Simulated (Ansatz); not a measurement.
## CaO: energy along a strain

CaO, P6_3/mmc, a = 3.992 Å, c = 4.785 Å (as given, not relaxed at this level: -2.4 GPa). This isn't the usual stable structure of the compound. Ansatz: PBEsol, PAW, 420 eV, Γ-centred 9×9×6 mesh on 4 atoms, Gaussian smearing 0.05 eV; no spin polarisation. Cell vectors (Å): 3.992 0.000 0.000; -1.996 3.457 0.000; 0.000 0.000 4.785. The cell is strained by x per cent times the pattern (1 -1 0 0 0 0) in the order xx yy zz yz xz xy (engineering shears), with fractional coordinates held. y is the free energy over the start, V0 = 16.509 Å³/atom.

```tsv
x (%)	y (meV/atom)
-2.00	3.01
-1.50	1.70
-1.00	0.75
-0.50	0.18
0.00	0.00
0.50	0.18
1.00	?
1.50	1.74
1.75	2.38
2.00	3.14
```

Fit y = c1 x + c2 x² + c3 x³ to the other rows, get the stiffness along the pattern, and predict the missing energy.

Least squares on the rows shown. y = −0.002729 x + 0.7667 x² + 0.008343 x³. The clamped-ion stiffness p·C·p = 2 × 7.667 eV × 160.2 / 16.509 Å³ = 149 GPa (second derivative at the start, which stands under stress). At x = 1.00 the fit asked for gives 0.77 meV/atom. The run gave 0.76 meV/atom, so the fit is 0.01 meV/atom too high, within twice the rms miss on the fitted rows (0.009 meV/atom).